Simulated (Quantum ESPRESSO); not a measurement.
Ti: phonons at points of the zone under several settings

```
Ti
1.0
     2.95000    0.00000    0.00000
    -1.47500    2.55477    0.00000
     0.00000    0.00000    4.68000
Ti
2
Direct
  0.66667 0.33333 0.75000
  0.33333 0.66667 0.25000
```

All runs used Quantum ESPRESSO 7.5; potentials GBRV 1.5 LDA; k mesh 8 × 8 × 5; relaxed cell; no spin polarisation; cutoff 612 eV; occupations cold, width 0.2 eV.

```tsv
level	point	frequencies (cm⁻¹)
LDA	Γ (0.000, 0.000, 0.000)	0 0 0 111 111 203
LDA	A (0.000, 0.000, 0.500)	61i 61i 61i 61i 189 189
LDA	H (0.333, 0.333, 0.500)	?
LDA	K (0.333, 0.333, 0.000)	225 225 232 232 243 312
```

Q: What stands in the row left open?

A: Frequencies 46 46 241 241 285 285 cm⁻¹.

Values marked i are imaginary: the cell is unstable against those modes at that level, or the meshes are too thin.

Caveats: the mesh is thin for the phonons of a metal; the q point doesn't lie on the k mesh, which can shift a metal's frequencies strongly unless the mesh is converged (some runs); some modes are imaginary (some runs).

For the row left open. Caveat: the mesh is thin for the phonons of a metal; the q point doesn't lie on the k mesh, which can shift a metal's frequencies strongly unless the mesh is converged.
